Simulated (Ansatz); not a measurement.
## Ti under changes of volume

One of the cells (17.636 Å³/atom); the others are scaled copies at fixed shape and fractional positions:

```
CELL_PARAMETERS angstrom
2.95000 0.00000 0.00000
-1.47500 2.55477 0.00000
0.00000 0.00000 4.68000
ATOMIC_POSITIONS crystal
Ti 0.66667 0.33333 0.75000
Ti 0.33333 0.66667 0.25000
```

* Program: Ansatz 0.2.0
* Functional: r2SCAN
* Potentials or basis: Ansatz PAW
* Cutoff: 500 eV (not typed: the program's choice for these potentials)
* k mesh: 10 × 10 × 6
* Occupations: fermi-dirac, width 0.05 eV
* Spin: no spin polarisation

```tsv
volume (Å³/atom)	energy over the lowest point (meV/atom)	pressure (GPa)
16.577	12.35	5.5
16.930	?	?
17.283	0.00	0.2
17.636	2.12	-2.1
17.988	9.13	-4.2
18.341	20.57	-6.1
18.694	36.04	-7.9
```

Q: What does the run at 16.930 Å³/atom give?

A: Energy over the lowest point 3.25 meV/atom; pressure 2.8 GPa.

Worked out: A Birch-Murnaghan fit of order 3 (a polynomial in V^(-2/3)) to the other rows has its minimum at 17.31 Å³/atom with B0 = V·E''(V) = 118 GPa and B' = 3.7 at fixed shape and positions, which overstates the stiffness. It gives 3.22 meV/atom at 16.930 Å³/atom, against the run's 3.25, and -dE/dV = 2.8 GPa, against 2.8.

Energies are extrapolated to zero smearing.

Caveats: the PAW data sets come from PBE, with cores solved anew for the run's functional, which leaves a small shift of forces and pressure.
